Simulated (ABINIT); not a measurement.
Crystal: GaP.

```
Ga P
1.0
     0.00000    2.72525    2.72525
     2.72525    0.00000    2.72525
     2.72525    2.72525    0.00000
Ga P
1 1
Direct
  0.00000 0.00000 0.00000
  0.75000 0.75000 0.75000
```

Program: ABINIT 10.8.3 (patched build). Alike in all runs: task single point; potentials or basis SPMS NC PBE v1.0; no spin polarisation; cell as given; k mesh 6 × 6 × 6; cutoff (eV) 816.

Q: Order these runs on this cell by their band gap on the k mesh, lowest first.
A. level HSE06; smearing fixed; most SCF steps 60
B. level PBE0; smearing fermi-dirac 0.05 eV; share of exact exchange 0.05; most SCF steps 60; thinning of the exchange mesh (fockdownsampling) 2 × 2 × 2
C. level PBE; smearing fixed
D. level PBE0; smearing fermi-dirac 0.05 eV; share of exact exchange 0.25; most SCF steps 60; thinning of the exchange mesh (fockdownsampling) 2 × 2 × 2
E. level PBE0; smearing fermi-dirac 0.05 eV; share of exact exchange 0.5; most SCF steps 60; thinning of the exchange mesh (fockdownsampling) 2 × 2 × 2

A: C (1.65 eV), B (1.95 eV), A (2.32 eV), D (3.17 eV), E (4.73 eV).

Caveats: exact exchange is summed on a coarse mesh, which widens gaps by tenths of an eV (some runs); Libxc's HSE differs a little from that of other programs (some runs).

A k mesh can miss the band edges.
